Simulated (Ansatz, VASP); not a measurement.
## One calculation of NiO, two programs

```
Ni O
1.0
    -3.95221   -0.10207    3.73581
     0.08542    1.95797    1.90229
    -2.08733    2.03480   -0.16226
Ni O
2 2
Cartesian
  -4.3517 1.6238 2.7390
  -6.4446 1.5797 4.6503
  -6.3429 3.5456 4.7374
  -8.4525 3.5089 6.4589
```

Alike in both runs: task single point; functional PBE; k mesh 3 × 3 × 3; occupations fermi-dirac, width 0.15 eV; collinear spin; Hubbard terms Ni d U = 6.0 eV.

|  | VASP | Ansatz |
| --- | --- | --- |
| version | VASP 6.6.1 | Ansatz 0.2.0 development build |
| potentials or method | VASP PAW PBE potentials, release 64 (Ni, O) | plane waves, PAW datasets (generated soft set 1) |
| plane-wave cutoff (eV) | 520 | 420 |
| valence electrons in the cell | 32 | 48 |

|  | VASP | Ansatz | Ansatz less VASP |
| --- | --- | --- | --- |
| rms of the force components (eV/Å) | 1.042 | 1.219 | +0.1763 |
| size of the moment on the site where the two differ most (μB) | 1.69 | 1.54 | -0.153 |

Site moments also hang on the region over which each program counts them. The programs project onto different local orbitals, so the same U acts differently. The two sets of potentials don't hold the same shells in valence.

Caveats: the k mesh is coarse (spacing up to 0.89 Å⁻¹), so the values aren't converged; forces of over 1 eV/Å show positions far from the minimum, so gaps and moduli don't describe the material at rest. A k mesh can miss the band edges. The state reached can hang on the start; a lower one may exist.
